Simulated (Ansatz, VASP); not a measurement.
## One calculation of CsBr, two programs

File INCAR:

```
ALGO = Fast ; EDIFF = 1E-6
ENCUT = 520 ; GGA = PE
ISIF = 2 ; ISMEAR = -1
LASPH = True ; LCHARG = False
LREAL = False ; LWAVE = False
NBANDS = 15 ; NELM = 60
PREC = Accurate ; SIGMA = 0.05
```

Contents of KPOINTS:

```
k-points
0
Gamma
  4 4 4
```

POSCAR

```
CsBr
1.0
    4.3193779700      0.0000000000      0.0000000000
    0.0000000000      4.3193779700      0.0000000000
    0.0000000000      0.0000000000      4.3193779700
Cs Br
1 1
Direct
    0.0000000000      0.0000000000      0.0000000000
    0.5000000000      0.5000000000      0.5000000000
```

Input for Ansatz:

```yaml
crystal:
  lattice:
    - [4.31937797, 0.0, 0.0]
    - [0.0, 4.31937797, 0.0]
    - [0.0, 0.0, 4.31937797]
  atoms:
    - { symbol: Cs, position: [0.0, 0.0, 0.0] }
    - { symbol: Br, position: [0.5, 0.5, 0.5] }
kpoints:
  mp_grid: { grid: [4, 4, 4] }
hamiltonian:
  xc: pbe
scf:
  occupations: { method: fermi_dirac, width: 0.05 }
  n_extra_bands: 4
output:
  forces: true
  stress: true
  eigenvalues: true
```

Alike in both runs: task single point; functional PBE; k mesh 4 × 4 × 4; occupations fermi-dirac, width 0.05 eV; no spin polarisation.

|  | VASP | Ansatz |
| --- | --- | --- |
| version | VASP 6.6.1 | Ansatz 0.2.0 |
| potentials or method | VASP PAW PBE potentials, release 64 (Cs_sv, Br) | plane waves |
| plane-wave cutoff (eV) | 520 | 420 |
| valence electrons in the cell | 16 | 16 |

|  | VASP | Ansatz | Ansatz less VASP |
| --- | --- | --- | --- |
| gap on the k mesh at the Fermi level (eV) | 4.43 | 4.44 | +0.013 |
| pressure (GPa) | 0.7 | 0.7 | -0.06 |

The functional is the same, so the differences come from potentials, cutoffs and numerics.

Caveats: spin-orbit coupling is left out, which moves the levels of the heavy elements. PBE gaps usually lie below the measured ones, often by a third to a half.
